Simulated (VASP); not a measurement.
# Ag (Fm-3m) in VASP: band structure with PBEsol

Aim: the band structure of Ag with PBEsol.

Everything below comes from runs of VASP 6.6.1. Logs are shortened: lines on timing, memory, paths and dates and some standing lists are left out, and cuts for length are marked.

**1. The crystal as given**

It takes space group Fm-3m (No. 225, cubic). The conventional cell has a = 4.052 Å, b = 4.052 Å, c = 4.052 Å, α = 90.00°, β = 90.00°, γ = 90.00°. Ag (site symmetry m-3m) has 12 Ag at 2.86 Å as nearest neighbours.

**2. Band structure, PBEsol**

File INCAR:

```
SYSTEM = Ag
PREC = Accurate
ENCUT = 520
EDIFF = 1E-7
ISMEAR = 1
SIGMA = 0.1
LREAL = .False.
LASPH = .True.
NELM = 80
ALGO = Normal
ISIF = 2
LWAVE = .False.
LCHARG = .False.
LMAXMIX = 4
GGA = PS
NBANDS = 12
ICORELEVEL = 1
```

File KPOINTS:

```
regular mesh
0
Gamma
  16 16 16
  0 0 0
```

File POSCAR:

```
Ag                                      
1.0
    0.0000000000      2.0257627205      2.0257627205
    2.0257627205      0.0000000000      2.0257627205
    2.0257627205      2.0257627205      0.0000000000
  Ag            
     1
Direct
     0.0000000000000000    0.0000000000000000    0.0000000000000000
```

File KPOINTS_OPT:

```
explicit points
156
Reciprocal
 0.0000000000  0.0000000000  0.0000000000 1
 0.0357142857  0.0000000000  0.0357142857 1
 0.0714285714  0.0000000000  0.0714285714 1
 0.1071428571  0.0000000000  0.1071428571 1
 0.1428571429  0.0000000000  0.1428571429 1
 0.1785714286  0.0000000000  0.1785714286 1
[... 148 lines left out ...]
 0.5000000000  0.2500000000  0.7500000000 1
 0.5000000000  0.0000000000  0.5000000000 1
```

Potentials or basis: VASP PAW PBE potentials, release 64 (Ag).

Launch:

```
> cat potpaw_PBE.64/Ag/POTCAR > POTCAR
> mpirun -np 1 vasp_std > vasp.out
```

OUTCAR:

```text
SYSTEM = Ag
   PREC = Accurate
   ENCUT = 520
   EDIFF = 1E-7
   ISMEAR = 1
   LREAL = .False.
   LASPH = .True.
   NELM = 80
   ISIF = 2
   GGA = PS

 ion  position               nearest neighbor table
   1  0.000  0.000  0.000-

  LATTYP: Found a face centered cubic cell.
 ALAT       =     4.0515254410

  Lattice vectors:

 A1 = (   0.0000000000,   2.0257627205,   2.0257627205)
 A2 = (   2.0257627205,   0.0000000000,   2.0257627205)
 A3 = (   2.0257627205,   2.0257627205,   0.0000000000)

Analysis of symmetry for initial positions (statically):
=====================================================================
 Subroutine PRICEL returns:
 Original cell was already a primitive cell.

 Routine SETGRP: Setting up the symmetry group for a
 face centered cubic supercell.

 Subroutine GETGRP returns: Found 48 space group operations
 (whereof 48 operations were pure point group operations)
 out of a pool of 48 trial point group operations.

The static configuration has the point symmetry O_h .

Analysis of symmetry for dynamics (positions and initial velocities):
=====================================================================
 Subroutine PRICEL returns:
 Original cell was already a primitive cell.

 Routine SETGRP: Setting up the symmetry group for a
 face centered cubic supercell.

 Subroutine GETGRP returns: Found 48 space group operations
 (whereof 48 operations were pure point group operations)
 out of a pool of 48 trial point group operations.

The dynamic configuration has the point symmetry O_h .

 Subroutine INISYM returns: Found 48 space group operations
 (whereof 48 operations are pure point group operations),
 and found     1 'primitive' translations

----------------------------------------------------------------------------------------

                                     Primitive cell

  volume of cell :      16.6263

  direct lattice vectors                    reciprocal lattice vectors
     0.000000000  2.025762720  2.025762720    -0.246820615  0.246820615  0.246820615
     2.025762720  0.000000000  2.025762720     0.246820615 -0.246820615  0.246820615
     2.025762720  2.025762720  0.000000000     0.246820615  0.246820615 -0.246820615

  length of vectors
     2.864861113  2.864861113  2.864861113     0.427505845  0.427505845  0.427505845

  position of ions in fractional coordinates (direct lattice)
     0.000000000  0.000000000  0.000000000

  ion indices of the primitive-cell ions
   primitive index   ion index
                 1           1

[... 77 lines left out ...]
   ISIF   =      2    stress and relaxation
   ISYM   =      2    0-nonsym 1-usesym 2-fastsym
   POTIM  = 0.5000    time-step for ionic-motion
   TEBEG  =    0.0;   TEEND  =   0.0 temperature during run
   PSTRESS=    0.0 pullay stress
   NELECT =      11.0000    total number of electrons
   NUPDOWN=      -1.0000    fix difference up-down
   EMIN   =  10.00;   EMAX   =-10.00  energy-range for DOS
   EFERMI =   0.00;   METHOD = LEGACY
   ISMEAR =     1;   SIGMA  =   0.10  broadening in eV -4-tet -1-fermi 0-gaus
   EFERMI_NEDOS =   21; number of points for ismear=-14 and -15
   IALGO  =     38    algorithm
   IMIX   =      4    mixing-type and parameters
     AMIX     =   0.40;   BMIX     =  1.00
     AMIX_MAG =   1.60;   BMIX_MAG =  1.00
  volume/ion in A,a.u.               =      16.63       112.20
  Fermi-wavevector in a.u.,A,eV,Ry     =   1.426507  2.695707 27.686786  2.034921
  Thomas-Fermi vector in A             =   2.546776
   LORBIT       =      0    0 simple, 1 ext, 2 COOP (PROOUT), +10 PAW based schemes
   GGA     = PS    functional components
   LHFCALC =     F    Hartree Fock is set to
   AEXX    =    0.0000 exact exchange contribution
   IVDW    =     0    specifies the selected vdW correction
   LEPSILON=     F    determine dielectric tensor
   LRPA    =     F    only Hartree local field effects (RPA)
 non-spin polarized calculation
 Methfessel and Paxton  Order N= 1 SIGMA  =   0.10
  energy-cutoff  :      520.00
  volume of cell :       16.63
 maximum number of plane-waves:       462
 NGX is ok and might be reduce to    24
   NGX = 11   NGY = 11   NGZ = 11

 number of electron      11.0000001 magnetization

 Free energy of the ion-electron system (eV)
  ---------------------------------------------------
  ext. energy  EPLUGINS =         0.00000000
  ---------------------------------------------------
  free energy    TOTEN  =        -3.31018028 eV

  energy without entropy =       -3.30944464  energy(sigma->0) =       -3.30993507

 the core state eigenenergies are
   1-  1s -25313.9648  2s  -3717.6398  2p  -3333.1460  3s   -672.4670  3p   -546.2339
       3d   -347.3263  4s    -83.5553  4p    -46.9914

 E-fermi :   8.5212     XC(G=0): -12.5631

 val. band max:        8.5179326887   @ k =   0.5000   0.3125   0.1250
 cond. band min:       8.5309388106   @ k =   0.5000   0.1875   0.0625
 fundamental gap:      0.0130061219
 Fermi energy:         8.5211964642

 k-point     1 :       0.0000    0.0000    0.0000
  band No.  band energies     occupation
      1       0.5674      2.00000
      2       3.7228      2.00000
      3       3.7228      2.00000
      4       3.7228      2.00000
      5       4.8174      2.00000
      6       4.8174      2.00000
      7      24.6237      0.00000
      8      28.3460      0.00000
      9      28.3460      0.00000
     10      28.3460      0.00000
     11      33.2296      0.00000
     12      34.5242      0.00000
[... 271 lines left out ...]
 k-point    20 :      -0.3125    0.0625    0.0000
  band No.  band energies     occupation
      1       2.2302      2.00000
      2       3.8127      2.00000

------------------------ aborting loop because EDIFF is reached ----------------------------------------

  FORCE on cell =-STRESS in cart. coord.  units (eV):
  Direction    XX          YY          ZZ          XY          YZ          ZX
  --------------------------------------------------------------------------------------
  -------------------------------------------------------------------------------------
  Total       -0.0001529     -0.0001529     -0.0001529     -0.0000000      0.0000000     -0.0000000
  in kB       -0.0147345     -0.0147345     -0.0147345     -0.0000000      0.0000000     -0.0000000
  external PRESSURE =      -0.0147345 kB  Pullay stress =       0.0000000 kB

 VOLUME and BASIS-vectors are now :
 -----------------------------------------------------------------------------
  energy-cutoff  :      520.00
  volume of cell :       16.63
      direct lattice vectors                 reciprocal lattice vectors
     0.000000000  2.025762720  2.025762720    -0.246820615  0.246820615  0.246820615
     2.025762720  0.000000000  2.025762720     0.246820615 -0.246820615  0.246820615
     2.025762720  2.025762720  0.000000000     0.246820615  0.246820615 -0.246820615

 POSITION                                       TOTAL-FORCE (eV/Angst)
 -----------------------------------------------------------------------------------
      0.00000      0.00000      0.00000         0.000000      0.000000      0.000000
 -----------------------------------------------------------------------------------
    total drift:                               -0.000000      0.000000     -0.000000

  FREE ENERGIE OF THE ION-ELECTRON SYSTEM (eV)
  ---------------------------------------------------
  free  energy   TOTEN  =        -3.3101802791 eV

  energy  without entropy=       -3.3094446430  energy(sigma->0) =       -3.30993507
```

OSZICAR:

```text
N       E                     dE             d eps       ncg     rms          rms(c)
DAV:   1     0.516418214882E+02    0.51642E+02   -0.54702E+03  3504   0.829E+02
DAV:   2    -0.283785840539E+01   -0.54480E+02   -0.51546E+02  4072   0.195E+02
DAV:   3    -0.366674969787E+01   -0.82889E+00   -0.82805E+00  4092   0.254E+01
[... 17 lines left out ...]
DAV:   7     0.651910258933E+04   -0.36175E-06     3568
DAV:   8     0.651910258931E+04   -0.19783E-07     2944
       N       E                     dE             ncg
DAV:   1     0.632783708549E+05   -0.39901E+04      272
DAV:   2     0.627261096554E+05   -0.55226E+03      304
DAV:   3     0.627193688309E+05   -0.67408E+01      320
DAV:   4     0.627193454797E+05   -0.23351E-01      304
DAV:   5     0.627193452744E+05   -0.20533E-03      324
DAV:   6     0.627193452724E+05   -0.19760E-05      312
DAV:   7     0.627193452724E+05   -0.20766E-07      256
```

stdout:

```text
POSCAR found type information on POSCAR Ag
 POSCAR found :  1 types and       1 ions
 scaLAPACK will be used
 -----------------------------------------------------------------------------
|                                                                             |
|                                                                             |
|     You enforced a specific xc type in the INCAR file but a different       |
|     I HOPE YOU KNOW WHAT YOU ARE DOING!                                     |
|                                                                             |
 -----------------------------------------------------------------------------

 LDA part: xc-table for (Slater+PW92), standard interpolation
 POSCAR, INCAR and KPOINTS ok, starting setup
 FFT: planning ... GRIDC
 FFT: planning ... GRID_SOFT
 FFT: planning ... GRID
 WAVECAR not read
 entering main loop
 Start KPOINTS_OPT (optional k-point list driver)
k-point batch [1-145\156]
k-point batch [146-156\156]
```

It took 18 s on 1 thread of Intel Xeon Platinum 8488C (Sapphire Rapids), shared host; peak memory 0.17 GiB.

Results:

| Item | Value |
| --- | --- |
| Free energy | -3.3102 eV |
| Pressure | 0.0 GPa |
| Band gap along the path | none (metal or under the smearing width) |

Levels at the corners of the path, in eV from the Fermi level:
```csv
point,band 2,band 3,band 4,band 5,band 6,band 7,band 8,band 9
Γ,-4.80,-4.80,-4.80,-3.70,-3.70,16.10,19.82,19.82
X,-6.38,-2.90,-2.65,-2.65,1.58,6.98,10.79,10.79
X,-6.38,-2.90,-2.65,-2.65,1.58,6.98,10.79,10.79
W,-5.10,-5.10,-3.70,-2.65,6.08,6.08,7.18,8.38
W,-5.10,-5.10,-3.70,-2.65,6.08,6.08,7.18,8.38
K,-5.63,-4.06,-3.48,-2.95,4.39,5.37,7.35,12.97
K,-5.63,-4.06,-3.48,-2.95,4.39,5.37,7.35,12.97
Γ,-4.80,-4.80,-4.80,-3.70,-3.70,16.10,19.82,19.82
Γ,-4.80,-4.80,-4.80,-3.70,-3.70,16.10,19.82,19.82
L,-4.82,-4.82,-2.87,-2.87,-0.46,3.79,15.34,18.14
L,-4.82,-4.82,-2.87,-2.87,-0.46,3.79,15.34,18.14
U,-5.63,-4.06,-3.48,-2.95,4.39,5.37,7.35,12.97
U,-5.63,-4.06,-3.48,-2.95,4.39,5.37,7.35,12.97
W,-5.10,-5.10,-3.70,-2.65,6.08,6.08,7.18,8.38
W,-5.10,-5.10,-3.70,-2.65,6.08,6.08,7.18,8.38
L,-4.82,-4.82,-2.87,-2.87,-0.46,3.79,15.34,18.14
L,-4.82,-4.82,-2.87,-2.87,-0.46,3.79,15.34,18.14
K,-5.63,-4.06,-3.48,-2.95,4.39,5.37,7.35,12.97
U,-5.63,-4.06,-3.48,-2.95,4.39,5.37,7.35,12.97
X,-6.38,-2.90,-2.65,-2.65,1.58,6.98,10.79,10.79
```

Core levels (eV, on the scale of the bands):
| atom | levels |
| --- | --- |
| 1 Ag | 1s -25314.0, 2s -3717.6, 2p -3333.1, 3s -672.5, 3p -546.2, 3d -347.3, 4s -83.6, 4p -47.0 |

Caveat: the PAW data sets were made with another functional, which shifts forces and pressure a little.
